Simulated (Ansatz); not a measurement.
Equation of state of tellurium, fcc

Method: DFT, PBE, plane waves (420 eV) with PAW, scalar-relativistic in Ansatz 0.2.0.

The cell is scaled uniformly from the relaxed one, with fractional coordinates and shape fixed. Energies are extrapolated to zero smearing, pressures are those at the given smearing. Magnetic state: spin not included.

```
V (Å³/atom)  E − E₀ (meV/atom)  P (GPa)
     24.924               84.1     9.22
     26.057               33.7     5.41
     27.190                7.4     2.39
     28.323                0.0     0.01
     29.456                7.7    -1.88
     30.588               27.2    -3.37
     31.721               56.2    -4.55
```

Q: Fit a third-order Birch-Murnaghan equation.

A: V₀ = 28.27 Å³/atom, B₀ = 53 GPa, B₀′ = 4.8.
